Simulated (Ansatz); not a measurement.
# ZnS (F-43m): the equilibrium volume

At what volume is ZnS (F-43m) free of pressure?

Method: DFT PBEsol, scalar-relativistic, plane waves, PAW, in Ansatz 0.2.0.

2 further runs of the same task are left out: 2 set aside as unsound or not needed.

## 1. The starting structure

The structure is cubic, space group F-43m (No. 216). Conventional cell: a = 5.387 Å, b = 5.387 Å, c = 5.387 Å, α = 90.00°, β = 90.00°, γ = 90.00°. Around Zn (site symmetry -43m) lie 4 S at 2.33 Å. S (site symmetry -43m) is surrounded by 4 Zn at 2.33 Å.

As a file:

```
Zn S
1.0
     0.00000    2.69368    2.69368
     2.69368    0.00000    2.69368
     2.69368    2.69368    0.00000
Zn S
1 1
Cartesian
  0.0000 0.0000 0.0000
  1.3468 1.3468 1.3468
```

## 2. The first run (PBEsol, 6×6×6 mesh)

input.yaml

```yaml
crystal:
  lattice:
    - [0.0, 2.6936828773, 2.6936828773]
    - [2.6936828773, 0.0, 2.6936828773]
    - [2.6936828773, 2.6936828773, 0.0]
  atoms:
    - { symbol: Zn, position: [0.0, 0.0, 0.0] }
    - { symbol: S, position: [0.25, 0.25, 0.25] }
basis:
  ecutwfc: 420
kpoints:
  mp_grid: { grid: [6, 6, 6] }
hamiltonian:
  xc: pbesol
scf:
  occupations: { method: gaussian, width: 0.1 }
output:
  forces: true
  stress: true
  eigenvalues: true
```

The run is started by

```console
ansatz run input.yaml --threads 8 --pin off --max-ram 16384MiB --backend cpu --events-out ev --progress --plain --runs-dir out
```

Further steps of the session: Full relaxation.

Q: Predict the outcome of this session. Wanted: volume; pressure; conventional cell; gap on the mesh.

The runs gave:

| quantity | value |
| --- | --- |
| volume | 19.207 Å³/atom |
| pressure | 0.02 GPa |
| conventional cell | a = 5.356 Å, b = 5.356 Å, c = 5.356 Å, α = 90.00°, β = 90.00°, γ = 90.00° |
| gap on the mesh | 2.09 eV |

**Reading.** From the first run shown, the volume went from 19.55 to 19.21 Å³/atom (-1.7 %) in 2 runs, where the pressure is zero within 0.02 GPa.

These are semilocal Kohn-Sham gaps, which aren't the measured quantity. Such gaps usually fall short of the measured ones.
